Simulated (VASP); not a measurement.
Input of a VASP 6.6.1 run:

File INCAR:

```
ALGO = Normal
EDIFF = 1E-7
ENCUT = 520
GGA = PE
ISIF = 2
ISMEAR = -1
IVDW = 12
LASPH = True
LCHARG = True
LELF = True
LREAL = Auto
LVHAR = True
LWAVE = False
NBANDS = 69
NELM = 80
PREC = Accurate
SIGMA = 0.05
```

File KPOINTS:

```
k-points
0
Gamma
  1 1 1
```

File POSCAR:

```
H22CO11
1.0
    7.1203670000      0.0000000000      0.0000000000
    0.0000000000      7.1203670000      0.0000000000
    0.0000000000      0.0000000000      7.1203670000
O H C
11 22 1
Direct
    0.9872946156      0.1352879704      1.0094423504
    0.6061063987      0.5641422696      0.8463468245
    0.1283079931      0.9173544004      0.2567704726
    1.0182621205      0.7110026772     -0.0827064111
    0.7224487165      0.0738304641      0.3327075697
    0.5217006371      0.5409552626      0.1756651027
    0.1324089053      0.3942212529      0.2950269277
    0.2098768224      0.1221987575      0.6839113770
    0.3150539853      0.6962702906      0.6749090321
    0.5657152223      0.3448136873      0.5455196340
    0.4004849750      0.1099100650      0.0571037982
    1.0377976304      0.2295808629      0.9233091497
    0.9957071033      0.0115583930      0.9566079951
    0.5051425018      0.6481407489      0.8161236633
    0.5918655597      0.4675882577      0.7541324766
    0.1686429927      0.9201632444      0.1357233412
    0.1794570420      1.0442579715      0.2498045396
    1.0539203948      0.6302203243      0.0275688037
    0.8880019808      0.6997953898     -0.1048401016
    0.7551155720      0.1314679426      0.2203257220
    0.8336648940      0.0196619079      0.3666524492
    0.6015279830      0.4486285609      0.2319964687
    0.5617687965      0.5423035077      0.0371329174
    0.2333306696      0.4794696678      0.2549306798
    0.1387288043      0.2994929896      0.1877290876
    0.3085655557      0.2038799405      0.6506827527
    0.0960624642      0.1955938507      0.6213443773
    0.3374826045      0.7372091916      0.5338769757
    0.2267439305      0.5994213501      0.6453319049
    0.5977079552      0.2402825585      0.4712116665
    0.4632626380      0.4091362145      0.4618722602
    0.6185917102      0.0968770290     -0.1227464820
    0.5886634776     -0.0983797605      0.0710216201
    0.5318826965      0.0258834973     -0.0026122249
```

Potentials or basis: VASP PAW PBE potentials, release 64 (O, H, C).

Launch:

```sh
$ cat potpaw_PBE.64/O/POTCAR potpaw_PBE.64/H/POTCAR potpaw_PBE.64/C/POTCAR > POTCAR
$ mpirun -np 1 vasp_gam > vasp.out
```

Problem. What does it give for the pressure?

Solution. 2.9 GPa.

Problem. Predict the band gap on the k mesh.

Solution. 3.60 eV, direct.

Forces in eV/Å, atoms in the order of the input:
```
O   -0.835  1.792  0.614
O    1.705  0.649  0.819
O   -0.479  0.398  3.662
O    2.073 -0.318  1.138
O   -3.547  0.527  1.189
O   -0.745  0.431  0.422
O    0.360 -0.758 -1.504
O   -4.077  0.925 -0.964
O    0.887  1.241 -3.695
O   -3.043  2.824 -0.331
O   -2.170  1.205  0.720
H   -0.004 -0.841 -0.315
H    0.384 -0.638 -0.716
H   -1.054  0.735 -0.777
H    0.112 -1.086 -1.078
H    0.785 -2.098 -4.697
H   -0.049  0.824  2.104
H   -0.839  0.848 -0.976
H   -1.756 -0.665 -0.030
H    0.761  1.278 -2.339
H    3.291 -1.868  1.170
H    0.558 -0.305  0.360
H   -0.202 -0.292  0.491
H    0.261  0.055  0.139
H   -0.363  0.867  1.331
H    1.803  1.045 -0.436
H    2.290 -1.693  1.008
H   -0.115 -0.097  2.725
H   -0.970 -0.695  0.548
H    1.094 -2.180 -1.133
H    1.785 -0.895  1.590
H   -0.502 -0.989  0.691
H   -0.079 -0.490 -0.313
C    2.681  0.266 -1.418
```

Caveat: the standard files for N, O and F lose accuracy on very short bonds. As with any semilocal functional, this PBE gap is likely too small.
